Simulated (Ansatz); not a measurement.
BaS:

```xyz
2
Lattice="0.0000 3.1938 3.1938 3.1938 0.0000 3.1938 3.1938 3.1938 0.0000" Properties=species:S:1:pos:R:3 pbc="T T T"
Ba    0.0000    0.0000    0.0000
S     3.1938    3.1938    3.1938
```

Base run:

| Quantity | Value |
| --- | --- |
| Program | Ansatz 0.2.0 |
| Functional | PBE0 |
| Potentials or basis | all-electron PAW datasets made for the crystal |
| Cutoff | 290 eV (chosen from the basis error) |
| k mesh | 6 × 6 × 6 |
| Occupations | fermi-dirac, width 0.05 eV |
| Spin | no spin polarisation |

Its results: band gap on the k mesh 3.80 eV, indirect (least direct gap 3.94 eV); pressure 0.4 GPa.

The run is repeated on the same cell with these changes: functional from PBE0 to PBE; cutoff from 290 eV (chosen from the basis error) to 260 eV (chosen from the basis error). What comes out?

Band gap on the k mesh 2.21 eV, indirect (least direct gap 2.31 eV); pressure 0.8 GPa.

PBE0 gives the wider gap, since exact exchange removes part of the self-interaction.

Caveats: spin-orbit coupling is left out, which moves the levels of the heavy elements.

A k mesh can miss the band edges.
